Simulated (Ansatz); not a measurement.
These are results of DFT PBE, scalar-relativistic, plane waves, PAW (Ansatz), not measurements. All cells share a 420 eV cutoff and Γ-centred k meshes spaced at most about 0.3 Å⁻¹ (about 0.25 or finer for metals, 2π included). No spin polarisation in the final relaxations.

All energies are static (0 K, no zero-point motion). All come from trial cells, and lower structures may exist.

Problem. Order these relaxed structures of Al by energy, lowest first, with the energy over the lowest of them.
A.

```xyz
2
Lattice="4.5462 0.0000 0.0000 -2.2731 3.9371 0.0000 0.0000 0.0000 2.7537" Properties=species:S:1:pos:R:3 pbc="T T T"
Al    0.0000    2.6247    1.3768
Al    2.2731    1.3124    1.3768
```

B.

```xyz
1
Lattice="2.7221 0.0000 0.0000 0.0000 2.7221 0.0000 0.0000 0.0000 2.7221" Properties=species:S:1:pos:R:3 pbc="T T T"
Al    0.0000    0.0000    0.0000
```

C.

```xyz
1
Lattice="0.0000 2.0204 2.0204 2.0204 0.0000 2.0204 2.0204 2.0204 0.0000" Properties=species:S:1:pos:R:3 pbc="T T T"
Al    0.0000    0.0000    0.0000
```

Solution. C (0 meV/atom), B (373 meV/atom), A (499 meV/atom). Forms: C fcc type, Fm-3m; B simple cubic type, Pm-3m; A P6/mmm. Counting all near atoms (those within 1.25 times the shortest distance at each site): C has Al 12; B has Al 6; A has Al 5.

Cells relaxed within their symmetry can be saddle points. The Fm-3m cell of Al came from shaking the Pm-3m one. The part of the Crystallography Open Database at hand lists Al in space groups No. 225, 229; sharing a group (Fm-3m) doesn't make a cell the listed structure. Some types were kept out of the candidates beforehand, so the set may lack a known form.
